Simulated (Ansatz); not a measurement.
## CaO: the change of phonon entropy and phonon heat capacity with temperature

Results calculated with Ansatz 0.2.0, not measured. Harmonic vibrational free energy, entropy and heat capacity at constant volume, per atom, from the force constants of a q mesh, imaginary modes left out; plane waves with PAW datasets, Gamma-centred k mesh.

Structure of every row (space group Fm-3m, No. 225):
```
CELL_PARAMETERS angstrom
0.00000 2.41540 2.41540
2.41540 0.00000 2.41540
2.41540 2.41540 0.00000
ATOMIC_POSITIONS crystal
Ca 0.00000 0.00000 0.00000
O 0.50000 0.50000 0.50000
```

Settings of every row: functional PBE; dispersion none; spin none; wave cutoff 420 eV; k mesh 8x8x8; occupations fixed; smearing width 0 eV; pressure 0 GPa; phonon method linear response; q mesh 4x4x4.

```
row  temperature (K)  phonon entropy (kB/atom)  phonon heat capacity (kB/atom)  phonon free energy (meV/atom)
  1              200                     1.587                           2.158                           41.8
  2              300                         ?                               ?                              ?
  3              400                     3.318                           2.743                           -1.6
  4              500                     3.941                           2.831                            -33
  5              600                     4.462                           2.881                          -69.3
  6              700                     4.908                           2.912                         -109.7
  7              800                     5.298                           2.932                         -153.7
  8              900                     5.645                           2.946                         -200.9
  9             1000                     5.955                           2.956                         -250.9
```

Question: what phonon entropy and phonon heat capacity should row 2 give?

Worked fit of phonon entropy. Entropy rises as the heat capacity times the change of ln T, so take t = ln(T / 300 K). The shown rows have t = -0.4055, 0.2877, 0.5108, 0.6931, 0.8473, 0.9808, 1.0986, 1.204. Least squares give phonon entropy = 2.5823 + 2.55145 × t + 0.21509 × t² kB/atom; a straight line predicts inner rows, each left out in turn, worse (root mean square 0.057 against 0.012 kB/atom). The rows lie off it by 0.004, -0.016, -0.001, 0.008, 0.009, 0.006, 0.000, -0.011 (root mean square 0.0085 kB/atom), a smooth pattern that one more power would take up: the form is only approximate. The slope at t = 0, 2.55 kB/atom, estimates the heat capacity at 300 K. The withheld row has t = 0, so the fit gives 2.5823 + 2.55145 × (0) + 0.21509 × (0)² = 2.582 kB/atom.

The calculation gave 2.552 kB/atom. The fit lies 0.030 kB/atom (1.2 % of the value, 0.69 % of the column's range) above it; its largest miss of a shown row is 0.016 kB/atom.

Worked fit of phonon heat capacity. At high temperature a harmonic heat capacity falls short of its limit by a term in 1/T², so take t = (100 K / T)². The shown rows have t = 0.25, 0.0625, 0.04, 0.02778, 0.02041, 0.01562, 0.01235, 0.01. Least squares give phonon heat capacity = 2.9989 − 4.3459 × t + 3.928 × t² kB/atom; a straight line predicts inner rows, each left out in turn, worse (root mean square 0.015 against 0.00049 kB/atom). All shown rows lie on it to the printed digit. The constant, 2.9989 kB/atom, is to be held against the harmonic limit of 3 k_B an atom. The withheld row has t = 0.11111, so the fit gives 2.9989 − 4.3459 × (0.11111) + 3.928 × (0.11111)² = 2.565 kB/atom.

The calculation gave 2.568 kB/atom. The fit lies 0.003 kB/atom (0.38 % of the column's range) below it; its largest miss of a shown row is 0.000 kB/atom.

The other values of row 2: phonon free energy 23.8 meV/atom.
